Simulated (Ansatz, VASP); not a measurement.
**Two plane-wave programs on Ta6C**

```
Ta C
1.0
     4.69373    0.00000    0.00000
    -2.34686    4.06489    0.00000
     0.00000    0.00000   19.98819
Ta C
6 1
Direct
  0.66667 0.33333 0.20012
  0.33333 0.66667 0.24805
  0.00000 0.00000 0.29599
  0.66667 0.33333 0.34018
  0.33333 0.66667 0.38197
  0.00000 0.00000 0.42466
  0.00000 0.00000 0.51976
```

Alike in both runs: functional PBE; k mesh 6 × 6 × 1; occupations gaussian, width 0.1 eV; no spin polarisation.

Ansatz relaxed the structure, and its values are those at the end. VASP's run is a single point on that final structure, the one shown.

```csv
,VASP,Ansatz
version,VASP 6.6.1,Ansatz 0.2.0
potentials or method,"VASP PAW PBE potentials, release 64 (Ta_pv, C)","scalar-relativistic, plane waves, PAW"
plane-wave cutoff (eV),520,420
valence electrons in the cell,70,82
```

Ansatz gave:

| Item | Value |
| --- | --- |
| gap on the k mesh at the Fermi level (eV) | none |
| rms of the force components (eV/Å) | 0.727 |

Which values does VASP return?

gap on the k mesh at the Fermi level (eV): none; rms of the force components (eV/Å): 0.730.

A gap of «none» marks a metal or a gap that the smearing closes. The two sets of potentials don't hold the same shells in valence.

The runs have no spin-orbit coupling, so splittings on Ta are missing.
